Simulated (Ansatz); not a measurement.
# Lu (omega (AlB2-type)): energy against volume

Theory: Ansatz, DFT, PBE, plane waves (420 eV) with PAW, scalar-relativistic.

The cell is scaled uniformly from the relaxed one, with fractional coordinates and shape fixed. Energies are extrapolated to zero smearing, pressures are those at the given smearing. Magnetic state: spin not included.

A Birch-Murnaghan fit gives V₀ = 29.00 Å³/atom, B₀ = 44 GPa, B₀′ = 3.2.

(1) What are the energy above the minimum and the pressure at 25.591 Å³/atom?

(2) What are the energy above the minimum and the pressure at 27.918 Å³/atom?

(3) What are the energy above the minimum and the pressure at 30.244 Å³/atom?

Answers

(1) 66.0 meV/atom and 6.90 GPa as computed.

(2) 5.9 meV/atom and 1.91 GPa as computed.

(3) 6.9 meV/atom and -1.62 GPa as computed.
